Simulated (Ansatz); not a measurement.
**Mo: a sweep of the sphere radii**

How much do the results for Mo depend on the sphere radii?

Method: DFT, PBE, all-electron LAPW, scalar-relativistic, in Ansatz 0.2.0.

2 further runs of the same task are left out: 1 that didn't finish, 1 set aside as unsound or not needed.

## Step 1: The starting structure

It takes space group Pm-3m (No. 221, cubic). The conventional cell has a = 2.605 Å, b = 2.605 Å, c = 2.605 Å, α = 90.00°, β = 90.00°, γ = 90.00°. Mo (site symmetry m-3m) has 6 Mo at 2.60 Å as nearest neighbours.

Structure file:

```
Mo
1.0
     2.60488    0.00000    0.00000
     0.00000    2.60488    0.00000
     0.00000    0.00000    2.60488
Mo
1
Direct
  0.00000 0.00000 0.00000
```

The cell was relaxed by PAW from a hypothetical start (sc type); it needn't be the stable phase of this composition.

## Step 2: With all sphere radii typed as 0.816 Å

File input.yaml:

```yaml
crystal:
  lattice:
    - [2.6048782482, 0.0, 0.0]
    - [0.0, 2.6048782482, 0.0]
    - [0.0, 0.0, 2.6048782482]
  atoms:
    - { symbol: Mo, position: [0.0, 0.0, 0.0] }
kpoints:
  mp_grid: { grid: [12, 12, 12] }
scf:
  occupations: { method: fermi_dirac, width: 0.03 }
hamiltonian:
  xc: pbe
  pseudopotentials:
    kind: all_electron
    lapw: { basis_error: 0.0005, muffin_tin_radii: { Mo: 0.816 } }
output:
  forces: true
  stress: true
  eigenvalues: true
```

Standard output (excerpt; [...] marks lines left out):

```text
LAPW: plane waves up to 14.444 Å⁻¹, error target 5.0e-4 eV per atom; small_component_spin mean_spin; Mo in spheres of 0.816 Å, 32 of its electrons in bands, Dirac shells []
[...]
Pseudopotentials: kind: all_electron
Pseudopotential: Mo, LAPW, valence charge 32, Koelling and Harmon's equation, gaussian nucleus
Functional definition: PBE
[...]
Crystal: 1 atoms, lattice volume = 17.675 Å³
Basis set: ecut = 794.8429178250636 eV, 895 PW (Γ), exchange–correlation at level 2
Bands: 20, of which v1, the nominal top of the filled ones, is band 16 counted from 1 (15 counted from 0)
Symmetry: 48 space group operations
Space group: Pm-3m (ITA 221), of the structure as read, at distance tolerance 2.6e-5 Å
k-points: 84 of 1728
[...]
SCF iter   1: F=—  HF=-110177.090487 eV  |F-HF|=—  |Δ(HF+E_count)|=         —  Δρ=8.62e-2  dr2=1.21e0  ethr=3.78e-3  ⟨swp⟩=2.1  Hψ=10559  notcnv=0
[...]
the basis was enlarged: its passes take 202.4 KiB over the memory plan, 1 of 1 planned eigensolver slots
[...]
SCF iter   6: F=-110176.698667 eV  HF=-110176.698667 eV  |F-HF|=2.92e-8  |Δ(HF+E_count)|=   8.27e-6  Δρ=2.23e-5  dr2=2.19e-8  ethr=6.47e-8  ⟨swp⟩=2.4  Hψ=4493  notcnv=0
[...]
SCF converged after 6 iterations
Free energy (F): -110176.698667 eV
[...]
E sigma→0 (E₀):  -110176.697104 eV
Entropy (-TS):   -0.003127 eV (-3.127 meV/atom)
Fermi energy:    20.143735 eV
[...]
--- Forces (eV/Å), atoms counted from 1 ---
  atom   1  Mo    -0.00000000     0.00000000     0.00000000
[...]
--- Stress (GPa, compression-positive) ---
       -0.029059       0.000000       0.000000
        0.000000      -0.029059       0.000000
        0.000000       0.000000      -0.029059
  P = ⅓ Tr σ = -0.0291 GPa (-0.291 kbar)
--- Band table (eV; the first three rows and the last of 84) ---
  k-point 0: bands = ["-452.7110", "-355.4152", "-355.4152", "-355.4152", "-197.3060", "-197.3060", "-197.3060", "-197.2676", "-197.2676", "-40.9052", "-14.1846", "-14.1846", "-14.1846", "13.7658", "16.0796", "16.0796", "23.9997", "23.9997", "23.9997", "35.5860"]
[...]
```

It took 21 s on 1 thread, shared host.

This run gives: pressure -0.03 GPa; no gap.

## Step 3: With all sphere radii typed as 0.98 Å

Edit input.yaml of step 2 so:

```diff
@@ -15,3 +15,3 @@
     kind: all_electron
-    lapw: { basis_error: 0.0005, muffin_tin_radii: { Mo: 0.816 } }
+    lapw: { basis_error: 0.0005, muffin_tin_radii: { Mo: 0.98 } }
 output:
```

Standard output (excerpt; [...] marks lines left out):

```text
LAPW: plane waves up to 11.670 Å⁻¹, error target 5.0e-4 eV per atom; small_component_spin mean_spin; Mo in spheres of 0.980 Å, 32 of its electrons in bands, Dirac shells []
[...]
[... 3 set-up lines as earlier in the session ...]
[...]
Crystal: 1 atoms, lattice volume = 17.675 Å³
Basis set: ecut = 518.895151779036 eV, 461 PW (Γ), exchange–correlation at level 2
Bands: 20, of which v1, the nominal top of the filled ones, is band 16 counted from 1 (15 counted from 0)
[... 2 set-up lines as earlier in the session ...]
k-points: 84 of 1728
[...]
SCF iter   1: F=—  HF=-110177.090653 eV  |F-HF|=—  |Δ(HF+E_count)|=         —  Δρ=7.92e-2  dr2=9.93e-1  ethr=3.11e-3  ⟨swp⟩=2.0  Hψ=10518  notcnv=0
[...]
the basis was enlarged: its passes take 214.2 KiB over the memory plan, 1 of 1 planned eigensolver slots
[...]
SCF iter   6: F=-110176.698736 eV  HF=-110176.698736 eV  |F-HF|=3.78e-8  |Δ(HF+E_count)|=   4.99e-6  Δρ=1.63e-5  dr2=1.37e-8  ethr=4.31e-8  ⟨swp⟩=2.7  Hψ=4553  notcnv=0
[...]
SCF converged after 6 iterations
Free energy (F): -110176.698736 eV
[...]
E sigma→0 (E₀):  -110176.697173 eV
Entropy (-TS):   -0.003127 eV (-3.127 meV/atom)
Fermi energy:    20.143731 eV
[...]
--- Forces (eV/Å), atoms counted from 1 ---
  atom   1  Mo     0.00000000     0.00000000    -0.00000000
[...]
--- Stress (GPa, compression-positive) ---
       -0.032937      -0.000000       0.000000
       -0.000000      -0.032937       0.000000
        0.000000       0.000000      -0.032937
  P = ⅓ Tr σ = -0.0329 GPa (-0.329 kbar)
--- Band table (eV; the first three rows and the last of 84) ---
[... band rows left out ...]
[...]
```

It took 12 s on 1 thread, shared host.

In short: pressure -0.03 GPa; no gap.

## Step 4: With all sphere radii typed as 1.143 Å

Edit input.yaml of step 3 so:

```diff
@@ -15,3 +15,3 @@
     kind: all_electron
-    lapw: { basis_error: 0.0005, muffin_tin_radii: { Mo: 0.98 } }
+    lapw: { basis_error: 0.0005, muffin_tin_radii: { Mo: 1.143 } }
 output:
```

Standard output (excerpt; [...] marks lines left out):

```text
LAPW: plane waves up to 10.052 Å⁻¹, error target 5.0e-4 eV per atom; small_component_spin mean_spin; Mo in spheres of 1.143 Å, 32 of its electrons in bands, Dirac shells []
[...]
[... 3 set-up lines as earlier in the session ...]
[...]
Crystal: 1 atoms, lattice volume = 17.675 Å³
Basis set: ecut = 384.9751887347442 eV, 305 PW (Γ), exchange–correlation at level 2
Bands: 20, of which v1, the nominal top of the filled ones, is band 16 counted from 1 (15 counted from 0)
[... 2 set-up lines as earlier in the session ...]
k-points: 84 of 1728
[...]
SCF iter   1: F=—  HF=-110177.090619 eV  |F-HF|=—  |Δ(HF+E_count)|=         —  Δρ=6.66e-2  dr2=6.46e-1  ethr=2.02e-3  ⟨swp⟩=2.0  Hψ=10717  notcnv=0
[...]
the basis was enlarged: its passes take 280.9 KiB over the memory plan, 1 of 1 planned eigensolver slots
[...]
SCF iter   6: F=-110176.698717 eV  HF=-110176.698717 eV  |F-HF|=8.77e-9  |Δ(HF+E_count)|=   1.12e-7  Δρ=8.04e-6  dr2=4.39e-9  ethr=8.45e-9  ⟨swp⟩=2.0  Hψ=4878  notcnv=0
[...]
SCF converged after 6 iterations
Free energy (F): -110176.698717 eV
[...]
E sigma→0 (E₀):  -110176.697154 eV
Entropy (-TS):   -0.003127 eV (-3.127 meV/atom)
Fermi energy:    20.143660 eV
[...]
--- Forces (eV/Å), atoms counted from 1 ---
  atom   1  Mo    -0.00000000     0.00000000     0.00000000
[...]
--- Stress (GPa, compression-positive) ---
       -0.033653       0.000000       0.000000
        0.000000      -0.033653       0.000000
        0.000000       0.000000      -0.033653
  P = ⅓ Tr σ = -0.0337 GPa (-0.337 kbar)
--- Band table (eV; the first three rows and the last of 84) ---
[... band rows left out ...]
[...]
```

Run time: 9.5 s. Hardware: 1 thread, shared host.

This run gives: pressure -0.03 GPa; no gap.

## Step 5: The sweep in one table

| sphere radius (Å) | energy from the first row (meV/atom) | pressure (GPa) | SCF cycles, all passes | time |
| --- | --- | --- | --- | --- |
| all sphere radii typed as 0.816 Å | 0.00 | -0.03 | 6 | 21 s |
| all sphere radii typed as 0.98 Å | -0.07 | -0.03 | 6 | 12 s |
| all sphere radii typed as 1.143 Å | -0.05 | -0.03 | 6 | 9.5 s |

Energies are those extrapolated to zero smearing.

## Step 6: What came out

```
                                                                         quantity                                             value
largest change of energy from «all sphere radii typed as 0.816 Å» (zero smearing)  -0.1 meV/atom (all sphere radii typed as 0.98 Å)
                                                     pressure, in all runs (LAPW)                                         -0.03 GPa
```

What this shows: Across the runs the energy spans 0.1 meV/atom. A complete basis would give the same answer for any radius, so the spread shows part of the basis error. The pressure spans under 0.01 GPa (LAPW).
